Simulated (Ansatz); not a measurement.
# Convergence of Tl

```
Tl
1.0
    -1.94100    1.94100    1.94100
     1.94100   -1.94100    1.94100
     1.94100    1.94100   -1.94100
Tl
1
Direct
  0.00000 0.00000 0.00000
```

The cell is COD entry 9008555, as deposited and not checked against the literature; nothing was relaxed.

Spin–orbit coupling is left out, though it moves levels of the heavy atoms by tenths of an eV or more.

Method: DFT, PBE, all-electron LAPW, scalar-relativistic in Ansatz 0.2.0.

Sampling and basis: a Γ-centred 13×13×13 k mesh, Fermi–Dirac smearing of 0.05 eV, basis error target 0.25 meV/atom, no spin polarisation. One setting is then changed at a time.

```json
{"k mesh": "13×13×13 (base)", "free energy less the base's (meV/atom)": "0.0", "P (GPa)": "2.29", "cutoff chosen (eV)": "200"}
{"k mesh": "4×4×4", "free energy less the base's (meV/atom)": "75.8", "P (GPa)": "3.50", "cutoff chosen (eV)": "200"}
{"k mesh": "6×6×6", "free energy less the base's (meV/atom)": "6.5", "P (GPa)": "?", "cutoff chosen (eV)": "200"}
{"k mesh": "10×10×10", "free energy less the base's (meV/atom)": "?", "P (GPa)": "2.21", "cutoff chosen (eV)": "200"}
{"k mesh": "18×18×18", "free energy less the base's (meV/atom)": "-3.7", "P (GPa)": "2.23", "cutoff chosen (eV)": "200"}
```

Q: What belongs in the row "6×6×6", column "P (GPa)"?

A: 2.38.

Q: What belongs in the row "10×10×10", column "free energy less the base's (meV/atom)"?

A: -10.6.
